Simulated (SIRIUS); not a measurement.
As: equation of state with LDA

As:

```xyz
4
Lattice="1.8250 -5.5000 0.0000 1.8250 5.5000 0.0000 0.0000 0.0000 4.4700" Properties=species:S:1:pos:R:3 pbc="T T T"
As    1.8250    1.2100    2.5032
As    1.8250   -4.2900    4.2018
As    1.8250   -1.2100    1.9668
As    1.8250    4.2900    0.2682
```

This isn't the form of As at room conditions, which is rhombohedral.

```yaml
Program: SIRIUS 7.12.0
Task: equation of state
Functional: LDA
Potentials_or_basis: all-electron FP-LAPW
Cutoff: 189 eV
Basis: apw+lo standard
k_mesh: 8 × 8 × 6
Occupations: fermi-dirac, width 0.05 eV
Spin: no spin polarisation
```

- Equilibrium volume: 21.83 Å³/atom
- Bulk modulus at fixed shape and positions: 75 GPa
- Pressure derivative of the bulk modulus: 4.3

Energy against volume, from the lowest point:
| volume (Å³/atom) | energy (meV/atom) |
| --- | --- |
| 21.088 | 6.05 |
| 21.536 | 0.70 |
| 21.985 | 0.00 |
| 22.434 | 3.43 |
| 22.882 | 10.60 |
| 23.331 | 21.10 |
| 23.780 | 34.63 |

All runs of the series together: 31 min on 2 threads of Arm Neoverse V2, on a shared host.

Caveat: the cell was scaled at fixed shape and fractional positions, which overstates the stiffness of a crystal with free parameters, most of all of layers and chains.
